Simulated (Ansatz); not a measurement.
CuO:

```xyz
6
Lattice="4.1609 0.0000 0.0000 0.0000 4.1609 0.0000 0.0000 0.0000 3.8876" Properties=species:S:1:pos:R:3 pbc="T T T"
Cu    2.0805    0.0000    1.9438
Cu    0.0000    2.0805    1.9438
Cu    0.0000    0.0000    0.0000
O     0.0000    0.0000    1.9438
O     2.0805    0.0000    0.0000
O     0.0000    2.0805    0.0000
```

Measurements of this composition are mostly on another form, of space group No. 15.

Base run:

| Property | Result |
| --- | --- |
| Program | Ansatz 0.2.0 |
| Functional | PBE |
| Potentials or basis | Ansatz PAW |
| Cutoff | 600 eV |
| Density cutoff | 2400 eV |
| k mesh | 7 × 7 × 7 |
| Occupations | fermi-dirac, width 0.05 eV |
| Spin | no spin polarisation |

Its results: band gap on the k mesh none (metal or under the smearing width); pressure 1.8 GPa.

**Question.** The run is repeated on the same cell with these changes: cutoff from 600 eV to 420 eV (not typed: the program's choice for these potentials); hubbard terms from none to Cu d U = 5.3 eV; hubbard projectors from none to ortho-atomic (the default). What comes out?

**Answer.** Band gap on the k mesh none (metal or under the smearing width); pressure 4.9 GPa.

Caveats: an odd number of electrons without spin polarisation forces a metal; a magnetic or distorted state may lie lower; the run has no spin polarisation, though such a crystal can be magnetic; semilocal functionals often make such compounds metallic where correlation or magnetic order opens a gap, which also shifts bond lengths (some runs); U without spin polarisation on a metal has little footing (some runs).
